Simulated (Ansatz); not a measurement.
# GaN (P6_3mc) in Ansatz: a series of runs

The runs below take GaN through band structure, with PBE, LDA.

All numbers are computed with Ansatz 0.2.0; they aren't measurements. Logs are shortened: lines on timing, memory, paths and dates and some standing lists are left out, and cuts for length are marked.

**The experiment to reproduce.**

From “Studying electronic properties in GaN without electrical contacts using γ-γ vs e−-γ Perturbed Angular Correlations”, 2019, pmc:6823545, for a bulk crystal of GaN: band gap 3.503 ± 0.005 eV (direct).

How close the calculation comes is told below.

## (1) The structure

Symmetry: P6_3mc, No. 186, hexagonal system. Conventional cell: a = 3.180 Å, b = 3.180 Å, c = 5.166 Å, α = 90.00°, β = 90.00°, γ = 120.00°. Ga (site symmetry 3m) has 4 N at 1.94 to 1.95 Å as nearest neighbours. N (site symmetry 3m) has 4 Ga at 1.94 to 1.95 Å as nearest neighbours.

## (2) Band structure, PBE

File input.yaml:

```yaml
crystal:
  lattice:
    - [3.18, 0.0, 0.0]
    - [-1.59, 2.753960784, 0.0]
    - [0.0, 0.0, 5.166]
  atoms:
    - { symbol: Ga, position: [0.6666666667, 0.3333333333, 0.5] }
    - { symbol: Ga, position: [0.3333333333, 0.6666666667, 0.0] }
    - { symbol: "N", position: [0.6666666667, 0.3333333333, 0.875] }
    - { symbol: "N", position: [0.3333333333, 0.6666666667, 0.375] }
kpoints:
  mp_grid: { grid: [10, 10, 5] }
  band_path:
    path:
      - [0.0, 0.0, 0.0]
      - [0.5, 0.0, 0.0]
      - [0.3333333333, 0.3333333333, 0.0]
      - [0.0, 0.0, 0.0]
      - [0.0, 0.0, 0.5]
      - [0.5, 0.0, 0.5]
      - [0.3333333333, 0.3333333333, 0.5]
      - [0.0, 0.0, 0.5]
    npoints: 6
scf:
  occupations: { method: fermi_dirac, width: 0.05 }
hamiltonian:
  xc: pbe
  pseudopotentials: { kind: all_electron, lapw: { basis_error: 0.002 } }
output:
  forces: true
  stress: true
  eigenvalues: true
```

Potentials or basis: all-electron LAPW, scalar-relativistic.

On the command line:

```sh
$ ansatz run input.yaml --threads 2 --pin off --max-ram 6144MiB --backend cpu --events-out ev --progress --plain --runs-dir out
```

The log of the run:

```text
Warning: RAYON_NUM_THREADS=2 ignored (pool sized by the plan → 2); use --threads N
LAPW: plane waves up to 10.185 Å⁻¹, error target 2.0e-3 eV per atom; small_component_spin mean_spin; N in spheres of 0.848 Å, 7 of its electrons in bands, Dirac shells []; Ga in spheres of 1.089 Å, 21 of its electrons in bands, Dirac shells [] (how accurate: hamiltonian.pseudopotentials.lapw.basis_error, Limitations)
Engine: ansatz 0.2.0, x86_64-unknown-linux-gnu
Pseudopotentials: kind: all_electron
Pseudopotential: Ga, LAPW, valence charge 21, lapw/all_electron/scalar/gaussian/Ga, Koelling and Harmon's equation, gaussian nucleus
Pseudopotential: N, LAPW, valence charge 7, lapw/all_electron/scalar/gaussian/N, Koelling and Harmon's equation, gaussian nucleus
Functional definition: PBE
  parameter kappa = 0.804
  parameter beta = 0.06672455060314922
  exchange = pbe_x(kappa = kappa, mu = beta*pi^2/3)
  correlation = pbe_c(beta = beta)
Crystal: 4 atoms, lattice volume = 45.242 Å³
Basis set: ecut = 395.2416489937859 eV, 785 PW (Γ), exchange–correlation at level 2
Bands: 34, of which v1, the nominal top of the filled ones, is band 28 counted from 1 (27 counted from 0)
Symmetry: 12 space group operations
Space group: P63mc (ITA 186), of the structure as read, at distance tolerance 3.6e-5 Å
k-points: 42 of 500 (time reversal used)
Non-local potential: Ga, projectors of the file, none
Non-local potential: N, projectors of the file, none
Initial density: superposition of atomic densities (chi_scale 0.1, normalization cell, long waves kept (reshape's long-wave potential 0.00 eV rms))
Initial wavefunctions: plane waves of lowest kinetic energy (no species holds an atomic orbital)
Functional: x = pbe(κ = 0.804, μ = 0.2195149727645171), c = pbe(β = 0.06672455060314922)
iter 1 solved again at ethr=1.91e-2 eV; its pass at ethr=1.00e-1 eV (dr2=1.07e1 eV) is discarded
SCF iter   1: F=—  HF=-108785.752884 eV  |F-HF|=—  |Δ(HF+E_count)|=         —  Δρ=1.38e-1  dr2=1.07e1  ethr=1.91e-2  ⟨swp⟩=2.0  Hψ=9341  notcnv=0
preconditioner: auto → Resta (q_TF=auto, 2.827 Å⁻¹)  ε∞=4.7  [insulator: Δε(μ)=3.377 eV  Ē_g=17.246 eV  σ=0.050 eV  W_gap=1.00  n_scr=22 (ndim 8)  ℏωp=33.1 eV  f_vac=0.000  D(μ)=0.00/eV (n_scr^D=0)  ε∞_Penn≈4.7]
iter 2 solved again at ethr=7.42e-4 eV; its pass at ethr=1.91e-2 eV (dr2=4.16e-1 eV) is discarded
SCF iter   2: F=—  HF=-108781.809107 eV  |F-HF|=—  |Δ(HF+E_count)|=    3.94e0  Δρ=3.19e-2  dr2=4.15e-1  ethr=7.42e-4  ⟨swp⟩=2.0  Hψ=7440  notcnv=0
SCF iter   3: F=—  HF=-108781.748872 eV  |F-HF|=—  |Δ(HF+E_count)|=         —  Δρ=2.49e-2  dr2=3.45e-1  ethr=7.42e-4  ⟨swp⟩=2.0  Hψ=4258  notcnv=0
the basis was enlarged: its passes take 293.6 KiB over the memory plan, 2 of 2 planned eigensolver slots
SCF iter   4: F=—  HF=-108781.806913 eV  |F-HF|=—  |Δ(HF+E_count)|=   5.80e-2  Δρ=9.99e-3  dr2=5.68e-2  ethr=6.16e-4  ⟨swp⟩=2.3  Hψ=4239  notcnv=0
SCF iter   5: F=—  HF=-108781.716530 eV  |F-HF|=—  |Δ(HF+E_count)|=   9.04e-2  Δρ=2.88e-3  dr2=3.85e-3  ethr=1.01e-4  ⟨swp⟩=2.5  Hψ=4310  notcnv=0
SCF iter   6: F=—  HF=-108781.716186 eV  |F-HF|=—  |Δ(HF+E_count)|=   3.44e-4  Δρ=7.60e-4  dr2=3.31e-4  ethr=6.87e-6  ⟨swp⟩=3.0  Hψ=4239  notcnv=0
SCF iter   7: F=—  HF=-108781.716551 eV  |F-HF|=—  |Δ(HF+E_count)|=   3.64e-4  Δρ=2.44e-4  dr2=3.24e-5  ethr=5.92e-7  ⟨swp⟩=3.0  Hψ=4212  notcnv=0
SCF iter   8: F=—  HF=-108781.716563 eV  |F-HF|=—  |Δ(HF+E_count)|=   1.25e-5  Δρ=3.12e-5  dr2=4.08e-7  ethr=5.79e-8  ⟨swp⟩=3.0  Hψ=4293  notcnv=0
SCF iter   9: F=-108781.716564 eV  HF=-108781.716564 eV  |F-HF|=1.14e-8  |Δ(HF+E_count)|=   4.26e-7  Δρ=6.65e-6  dr2=2.01e-8  ethr=7.29e-10  ⟨swp⟩=3.0  Hψ=4251  notcnv=0
SCF 1 converged in 9 iterations: F = -108781.716564 eV  dr2 = 2.01e-8
NSCF: frozen V_eff on 43 k-points
SCF converged after 9 iterations
Free energy (F): -108781.716564 eV
Harris-Foulkes:  -108781.716564 eV  (|F-HF|=1.14e-8)
Internal energy: -108781.716564 eV  (E = F + TS)
E sigma→0 (E₀):  -108781.716564 eV
Fermi energy:    12.650716 eV
--- Per-component energies (eV) ---
  E_band       = -2891.401270
  E_kinetic    = 110859.584976
  E_xc         = -4498.107566
  E_electrostatic = -215143.193973  (all electrons and nuclei)
  E_smearing   = -0.000000  (= −TS)
  E_closure    = 0.000000  (closes the sum)
  E_atoms      = -108757.374148  (free atoms, spherical and without spin; not in F)
  Σ components = -108781.716564   (vs F -108781.716564, Δ=0.00e0)
  Basis errors (estimates in eV, not in F): energy 8.8e-4 per atom: plane waves 8.2e-4 (5.0e-4 summed), levels above the bands 4.1e-85, relativity 9.2e-8, radial functions 5.9e-5, core shells 2.8e-10; eigenvalues (radial functions only) 6.2e-6; not estimated: angular momenta, meshes, grids; target (lapw.basis_error) 2.0e-3; muffin-tin radii N 0.848 Å, Ga 1.089 Å
--- Forces (eV/Å), atoms counted from 1 ---
  atom   1  Ga    -0.00000000     0.00000000    -0.13634728
  atom   2  Ga    -0.00000000    -0.00000000    -0.13634728
  atom   3  N      0.00000000     0.00000000     0.13634245
  atom   4  N     -0.00000000    -0.00000000     0.13634245
  max |Σ_I F_I| component: 9.66e-6 eV/Å
--- Stress (GPa, compression-positive) ---
        6.483925      -0.000000       0.000000
       -0.000000       6.483925      -0.000000
        0.000000      -0.000000       8.635686
  P = ⅓ Tr σ = 7.2012 GPa (72.012 kbar)
--- Band table (eV; the first three rows and the last of 42) ---
  k-point 0: bands = ["-363.4923", "-363.4923", "-130.4285", "-130.4284", "-81.1735", "-81.1734", "-81.1734", "-81.1731", "-81.1731", "-81.1720", "-4.4418", "-3.5070", "-1.8867", "-1.8652", "-1.8652", "-1.8015", "-1.8015", "-1.6110", "-1.6110", "-1.5090", "-1.5090", "-0.2438", "4.4829", "10.5620", "10.5620", "11.5633", "11.6233", "11.6233", "13.6055", "15.9362", "20.8839", "21.5550", "21.5550", "22.4802"]
  k-point 1: bands = ["-363.4923", "-363.4923", "-130.4284", "-130.4284", "-81.1734", "-81.1734", "-81.1734", "-81.1732", "-81.1732", "-81.1721", "-4.3244", "-3.5536", "-1.8630", "-1.8630", "-1.8532", "-1.8112", "-1.8112", "-1.5977", "-1.5977", "-1.5155", "-1.5155", "-0.6392", "5.2046", "10.4974", "10.6586", "10.6586", "11.5174", "11.5174", "14.4818", "16.0113", "20.6162", "21.6011", "21.6033", "21.6033"]
  k-point 2: bands = ["-363.4923", "-363.4923", "-130.4284", "-130.4284", "-81.1733", "-81.1733", "-81.1732", "-81.1732", "-81.1730", "-81.1725", "-4.0302", "-3.7252", "-1.8529", "-1.8529", "-1.8329", "-1.8329", "-1.6991", "-1.5669", "-1.5669", "-1.5357", "-1.5357", "-1.2918", "6.8195", "8.7000", "10.9164", "10.9164", "11.2445", "11.2445", "15.5925", "16.0682", "20.1797", "20.4326", "21.8437", "21.8437"]
  k-point 41: bands = ["-363.4923", "-363.4923", "-130.4284", "-130.4284", "-81.1743", "-81.1743", "-81.1741", "-81.1739", "-81.1726", "-81.1725", "-3.3587", "-3.3414", "-1.7732", "-1.7515", "-1.7377", "-1.6860", "-1.5997", "-1.5973", "-1.5605", "-1.5512", "0.0721", "0.1949", "5.4138", "5.5440", "7.2108", "7.9548", "9.8109", "10.1077", "17.9482", "17.9864", "18.9765", "19.4833", "20.6271", "20.8180"]
```

Wall time 12 s (2 threads of Intel Xeon 6975P-C (Granite Rapids), shared host); peak memory 0.45 GiB.

Results:

* Free energy: -108781.7166 eV
* Pressure: 7.2 GPa
* Largest force: 0.136 eV/Å
* Band gap on the k mesh: 1.98 eV, direct
* Band gap along the path: 1.98 eV, direct

Forces in eV/Å, atoms in the order of the input:
```
Ga   0.000  0.000 -0.136
Ga   0.000  0.000 -0.136
N    0.000  0.000  0.136
N    0.000  0.000  0.136
```

Levels at the corners of the path, in eV from the valence-band top:
```tsv
point	band 25	band 26	band 27	band 28	band 29	band 30	band 31	band 32
Γ	-1.06	-0.06	0.00	0.00	1.98	4.31	9.26	9.93
M	-4.27	-2.78	-2.26	-0.99	5.08	5.62	6.08	8.68
K	-5.34	-3.04	-3.04	-2.71	5.13	7.88	7.88	8.44
Γ	-1.06	-0.06	0.00	0.00	1.98	4.31	9.26	9.93
A	-0.54	-0.54	-0.54	-0.54	4.30	4.30	8.55	8.55
L	-1.96	-1.96	-1.92	-1.92	4.43	4.43	7.85	7.85
H	-4.22	-4.22	-1.51	-1.51	6.50	6.50	7.33	7.33
A	-0.54	-0.54	-0.54	-0.54	4.30	4.30	8.55	8.55
```

## (3) Band structure, LDA

Edit input.yaml of step 2 so:

```diff
@@ -26,3 +26,3 @@
 hamiltonian:
-  xc: pbe
+  xc: lda
   pseudopotentials: { kind: all_electron, lapw: { basis_error: 0.002 } }
```

Potentials or basis: all-electron LAPW, scalar-relativistic.

On the command line:

```sh
$ ansatz run input.yaml --threads 2 --pin off --max-ram 6144MiB --backend cpu --events-out ev --progress --plain --runs-dir out
```

Wall time 12 s (2 threads of Intel Xeon 6975P-C (Granite Rapids), shared host); peak memory 0.45 GiB.

It converged, with:

* Free energy: -108610.3888 eV
* Pressure: -4.3 GPa
* Largest force: 0.126 eV/Å
* Band gap on the k mesh: 1.98 eV, direct
* Band gap along the path: 1.98 eV, direct

Forces on the atoms (eV/Å):
```
Ga   0.000  0.000 -0.126
Ga   0.000  0.000 -0.126
N    0.000  0.000  0.126
N    0.000  0.000  0.126
```

Stress tensor (GPa, compression positive):
```
-4.98  0.00  0.00
 0.00 -4.98  0.00
 0.00  0.00 -2.84
```

Levels at the corners of the path, in eV from the valence-band top:
| point | band 26 | band 27 | band 28 | band 29 | band 30 | band 31 |
| --- | --- | --- | --- | --- | --- | --- |
| Γ | -0.06 | 0.00 | 0.00 | 1.98 | 4.19 | 9.10 |
| M | -2.81 | -2.30 | -1.00 | 4.91 | 5.53 | 5.94 |
| K | -3.08 | -3.08 | -2.75 | 4.97 | 7.74 | 7.74 |
| Γ | -0.06 | 0.00 | 0.00 | 1.98 | 4.19 | 9.10 |
| A | -0.55 | -0.55 | -0.55 | 4.23 | 4.23 | 8.37 |
| L | -1.98 | -1.95 | -1.95 | 4.31 | 4.31 | 7.68 |
| H | -4.28 | -1.52 | -1.52 | 6.38 | 6.38 | 7.19 |
| A | -0.55 | -0.55 | -0.55 | 4.23 | 4.23 | 8.37 |

## (4) How close it comes

Step 2. Against the measured gap of GaN, 3.503 eV (direct; quoted in “Studying electronic properties in GaN without electrical contacts using γ-γ vs e−-γ Perturbed Angular Correlations”, 2019, pmc:6823545), the calculated 1.98 eV is off by -1.52 eV. Spin-orbit coupling on Ga is left out. The value is that of PBE, without temperature or zero-point motion. Semilocal functionals fall short of measured gaps as a rule.

Step 3. Measured gap of GaN: 3.503 eV (direct; quoted in “Studying electronic properties in GaN without electrical contacts using γ-γ vs e−-γ Perturbed Angular Correlations”, 2019, pmc:6823545). This calculation gives 1.98 eV (-1.53 eV). Spin-orbit coupling on Ga is left out. The value is that of LDA, without temperature or zero-point motion. Semilocal functionals fall short of measured gaps as a rule.
